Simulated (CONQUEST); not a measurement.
SnSe2 under changes of volume

One of the cells (25.726 Å³/atom); the others are scaled copies at fixed shape and fractional positions:

```
CELL_PARAMETERS angstrom
3.81100 0.00000 0.00000
0.00000 6.13600 0.00000
0.00000 0.00000 6.60085
ATOMIC_POSITIONS crystal
Sn 0.00000 0.00000 0.00000
Sn 0.50000 0.00000 0.50000
Se 0.00000 0.75100 0.33333
Se 0.50000 0.75100 0.83333
Se 0.00000 0.24900 0.66667
Se 0.50000 0.24900 0.16667
```

```yaml
Program: CONQUEST 1.3
Functional: PBE
Potentials_or_basis: PseudoDojo NC PBE, DZ, grid of 36 × 60 × 64 points
k_mesh: 7 × 5 × 4
Occupations: fermi-dirac, width 0.05 eV
Spin: no spin polarisation
```

```csv
volume (Å³/atom),energy over the lowest point (meV/atom),pressure (GPa),gap on the mesh (eV),largest force (eV/Å)
24.182,218.23,17.8,0.87,2.759
24.697,?,?,?,?
25.212,120.03,12.9,0.80,2.193
25.726,82.05,10.9,0.76,1.933
26.241,49.56,9.4,0.68,1.713
26.755,22.20,7.7,0.62,1.485
27.270,0.00,6.2,0.55,1.273
```

Task: What does the run at 24.697 Å³/atom give?

Result: Energy over the lowest point 165.19 meV/atom; pressure 15.3 GPa; gap on the mesh 0.84 eV; largest force 2.462 eV/Å.

Worked out: A Birch-Murnaghan fit of order 3 (a polynomial in V^(-2/3)) to the other rows has no minimum within the range. It gives 165.34 meV/atom at 24.697 Å³/atom, against the run's 165.19, and -dE/dV = 15.2 GPa, against 15.3. A parabola through the other rows of the gap, of slope -1.71 eV per unit of ln V there, gives 0.84 eV, against the run's 0.84.

Energies are extrapolated to zero smearing.

Caveats: the atomic basis is small; spin-orbit coupling is left out, which moves the levels of the heavy elements; an odd mesh through Γ misses points on the zone boundary, where band edges often lie; this functional lacks dispersion, which binds the layers, so the pressure and a relaxed spacing across them are unreliable; the basis of atomic orbitals isn't converged, which shifts pressures, moduli and gaps; forces of over 1 eV/Å show positions far from the minimum, so gaps and moduli don't describe the material at rest.
